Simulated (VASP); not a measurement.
# Si (Fd-3m) in VASP: further runs

One crystal, Si, is run at these levels: PBEsol; tasks: single point, relaxation of cell and atoms.

Program: VASP 6.6.1. These are calculated values, not measurements. Logs are shortened: lines on timing, memory, paths and dates and some standing lists are left out, and cuts for length are marked.

## Step 1: Starting point

Symmetry: Fd-3m, No. 227, cubic system. The conventional cell has a = 5.434 Å, b = 5.434 Å, c = 5.434 Å, α = 90.00°, β = 90.00°, γ = 90.00°. Si (site symmetry -43m) has 4 Si at 2.35 Å as nearest neighbours.

## Step 2: Single point, PBEsol

The input, INCAR:

```
PREC     = Accurate       # precision mode
ENCUT    = 520            # plane-wave cutoff, eV
EDIFF    = 1E-6           # SCF threshold, eV
ISMEAR   = 0              # smearing method
SIGMA    = 0.02           # smearing width, eV
LREAL    = False          # projectors in reciprocal space
LASPH    = True           # aspherical terms in the spheres
NELM     = 100            # most SCF steps
ALGO     = Fast           # electronic algorithm
ISIF     = 2              # what is computed and relaxed
LWAVE    = False          # write WAVECAR
LCHARG   = False          # write CHGCAR
GGA      = PS             # functional
NBANDS   = 11             # bands
```

The input, KPOINTS:

```
regular mesh
0
Gamma
  8 8 8
```

The input, POSCAR:

```
Si
1.0
    0.0000000000      2.7169170817      2.7169170817
    2.7169170817      0.0000000000      2.7169170817
    2.7169170817      2.7169170817      0.0000000000
Si
2
Direct
    0.2500000000      0.2500000000      0.2500000000
    0.0000000000      0.0000000000      0.0000000000
```

Potentials or basis: VASP PAW PBE potentials, release 64 (Si).

Run with:

```bash
cat potpaw_PBE.64/Si/POTCAR > POTCAR
mpirun -np 1 vasp_std > vasp.out
```

OUTCAR:

```text
PREC = Accurate
   ENCUT = 520
   EDIFF = 1E-6
   ISMEAR = 0
   LREAL = False
   LASPH = True
   NELM = 100
   ISIF = 2
   GGA = PS

 ion  position               nearest neighbor table
   1  0.250  0.250  0.250-   2 2.35   2 2.35   2 2.35   2 2.35
   2  0.000  0.000  0.000-   1 2.35   1 2.35   1 2.35   1 2.35

  LATTYP: Found a face centered cubic cell.
 ALAT       =     5.4338341634

  Lattice vectors:

 A1 = (   0.0000000000,   2.7169170817,   2.7169170817)
 A2 = (   2.7169170817,   0.0000000000,   2.7169170817)
 A3 = (   2.7169170817,   2.7169170817,   0.0000000000)

Analysis of symmetry for initial positions (statically):
=====================================================================
 Subroutine PRICEL returns:
 Original cell was already a primitive cell.

 Routine SETGRP: Setting up the symmetry group for a
 face centered cubic supercell.

 Subroutine GETGRP returns: Found 48 space group operations
 (whereof 24 operations were pure point group operations)
 out of a pool of 48 trial point group operations.

The static configuration has the point symmetry T_d .
 The point group associated with its full space group is O_h .

Analysis of symmetry for dynamics (positions and initial velocities):
=====================================================================
 Subroutine PRICEL returns:
 Original cell was already a primitive cell.

 Routine SETGRP: Setting up the symmetry group for a
 face centered cubic supercell.

 Subroutine GETGRP returns: Found 48 space group operations
 (whereof 24 operations were pure point group operations)
 out of a pool of 48 trial point group operations.

The dynamic configuration has the point symmetry T_d .
 The point group associated with its full space group is O_h .

 Subroutine INISYM returns: Found 48 space group operations
 (whereof 24 operations are pure point group operations),
 and found     1 'primitive' translations

----------------------------------------------------------------------------------------

                                     Primitive cell

  volume of cell :      40.1106

  direct lattice vectors                    reciprocal lattice vectors
     0.000000000  2.716917082  2.716917082    -0.184032116  0.184032116  0.184032116
     2.716917082  0.000000000  2.716917082     0.184032116 -0.184032116  0.184032116
     2.716917082  2.716917082  0.000000000     0.184032116  0.184032116 -0.184032116

  length of vectors
     3.842300985  3.842300985  3.842300985     0.318752975  0.318752975  0.318752975

  position of ions in fractional coordinates (direct lattice)
[... 91 lines left out ...]
   NUPDOWN=      -1.0000    fix difference up-down
   EMIN   =  10.00;   EMAX   =-10.00  energy-range for DOS
   EFERMI =   0.00;   METHOD = LEGACY
   ISMEAR =     0;   SIGMA  =   0.02  broadening in eV -4-tet -1-fermi 0-gaus
   EFERMI_NEDOS =   21; number of points for ismear=-14 and -15
   IALGO  =     68    algorithm
   IMIX   =      4    mixing-type and parameters
     AMIX     =   0.40;   BMIX     =  1.00
     AMIX_MAG =   1.60;   BMIX_MAG =  1.00
  volume/ion in A,a.u.               =      20.06       135.34
  Fermi-wavevector in a.u.,A,eV,Ry     =   0.956500  1.807523 12.447873  0.914893
  Thomas-Fermi vector in A             =   2.085434
   LORBIT       =      0    0 simple, 1 ext, 2 COOP (PROOUT), +10 PAW based schemes
   GGA     = PS    functional components
   LHFCALC =     F    Hartree Fock is set to
   AEXX    =    0.0000 exact exchange contribution
   IVDW    =     0    specifies the selected vdW correction
   LEPSILON=     F    determine dielectric tensor
   LRPA    =     F    only Hartree local field effects (RPA)
 non-spin polarized calculation
 RMM-DIIS sequential band-by-band and
 Gauss-broadening in eV      SIGMA  =   0.02
  energy-cutoff  :      520.00
  volume of cell :       40.11
 maximum number of plane-waves:      1106
 NGX is ok and might be reduce to    30
   NGX = 15   NGY = 15   NGZ = 15

 number of electron       8.0000001 magnetization

 Free energy of the ion-electron system (eV)
  ---------------------------------------------------
  ext. energy  EPLUGINS =         0.00000000
  ---------------------------------------------------
  free energy    TOTEN  =       -11.48911757 eV

  energy without entropy =      -11.48911757  energy(sigma->0) =      -11.48911757

 E-fermi :   5.9067     XC(G=0):  -9.5461

 val. band max:        5.7744135004   @ k =   0.0000   0.0000   0.0000
 cond. band min:       6.2796706161   @ k =   0.3750   0.3750   0.0000
 fundamental gap:      0.5052571158
 Fermi energy:         5.9066615411

 k-point     1 :       0.0000    0.0000    0.0000
  band No.  band energies     occupation
      1      -6.2045      2.00000
      2       5.7744      2.00000
      3       5.7744      2.00000
      4       5.7744      2.00000
      5       8.2902      0.00000
      6       8.2902      0.00000
      7       8.2902      0.00000
      8       9.0788      0.00000
      9      13.4609      0.00000
     10      13.4609      0.00000
     11      13.4770      0.00000
[... 309 lines left out ...]
 k-point    24 :      -0.3750    0.2500    0.1250
  band No.  band energies     occupation
      1      -3.3197      2.00000
      2      -1.0363      2.00000
      3       2.2895      2.00000
      4       3.5934      2.00000
      5       8.7710      0.00000
      6       8.8115      0.00000
      7      11.6296      0.00000
      8      12.8065      0.00000
      9      13.0928      0.00000
     10      16.2535      0.00000
     11      17.3872      0.00000

 [... further k-points ...]

------------------------ aborting loop because EDIFF is reached ----------------------------------------

  FORCE on cell =-STRESS in cart. coord.  units (eV):
  Direction    XX          YY          ZZ          XY          YZ          ZX
  --------------------------------------------------------------------------------------
  -------------------------------------------------------------------------------------
  Total        0.0259709      0.0259709      0.0259709      0.0000000      0.0000000      0.0000000
  in kB        1.0373807      1.0373807      1.0373807      0.0000000      0.0000000      0.0000000
  external PRESSURE =       1.0373807 kB  Pullay stress =       0.0000000 kB

 VOLUME and BASIS-vectors are now :
 -----------------------------------------------------------------------------
  energy-cutoff  :      520.00
  volume of cell :       40.11
      direct lattice vectors                 reciprocal lattice vectors
     0.000000000  2.716917082  2.716917082    -0.184032116  0.184032116  0.184032116
     2.716917082  0.000000000  2.716917082     0.184032116 -0.184032116  0.184032116
     2.716917082  2.716917082  0.000000000     0.184032116  0.184032116 -0.184032116

 POSITION                                       TOTAL-FORCE (eV/Angst)
 -----------------------------------------------------------------------------------
      1.35846      1.35846      1.35846         0.000000      0.000000      0.000000
      0.00000      0.00000      0.00000        -0.000000     -0.000000     -0.000000
 -----------------------------------------------------------------------------------
    total drift:                               -0.000000     -0.000000     -0.000000

  FREE ENERGIE OF THE ION-ELECTRON SYSTEM (eV)
  ---------------------------------------------------
  free  energy   TOTEN  =       -11.4891175707 eV

  energy  without entropy=      -11.4891175707  energy(sigma->0) =      -11.48911757
```

OSZICAR:

```text
N       E                     dE             d eps       ncg     rms          rms(c)
DAV:   1     0.563651037100E+01    0.56365E+01   -0.31094E+03   638   0.554E+02
DAV:   2    -0.110878935028E+02   -0.16724E+02   -0.15321E+02   866   0.825E+01
DAV:   3    -0.117072863921E+02   -0.61939E+00   -0.61679E+00   828   0.129E+01
DAV:   4    -0.117122990432E+02   -0.50127E-02   -0.50121E-02   756   0.146E+00
DAV:   5    -0.117123478131E+02   -0.48770E-04   -0.48769E-04   812   0.134E-01    0.496E+00
RMM:   6    -0.115584926463E+02    0.15386E+00   -0.43264E-02   643   0.974E-01    0.298E+00
RMM:   7    -0.114883006809E+02    0.70192E-01   -0.88228E-02   697   0.149E+00    0.199E-01
RMM:   8    -0.114889809876E+02   -0.68031E-03   -0.48634E-03   688   0.452E-01    0.829E-02
RMM:   9    -0.114890825379E+02   -0.10155E-03   -0.78868E-04   731   0.182E-01    0.845E-02
RMM:  10    -0.114891160310E+02   -0.33493E-04   -0.15823E-04   701   0.879E-02    0.262E-02
RMM:  11    -0.114891167841E+02   -0.75312E-06   -0.38098E-05   753   0.444E-02    0.145E-02
RMM:  12    -0.114891175707E+02   -0.78657E-06   -0.72869E-06   713   0.206E-02
   1 F= -.11489118E+02 E0= -.11489118E+02  d E =-.678065E-23
```

Wall time 6.3 s (1 thread of Intel Xeon 6975P-C (Granite Rapids), shared host); peak memory 0.15 GiB.

Results:

- Free energy: -11.4891 eV
- Pressure: 0.1 GPa
- Band gap on the k mesh: 0.51 eV, indirect (least direct gap 2.52 eV)

Caveat: the PAW data sets were made with another functional, which shifts forces and pressure a little. As with any semilocal functional, this PBEsol gap is likely too small.

(Part 1 of 2 ends here.)
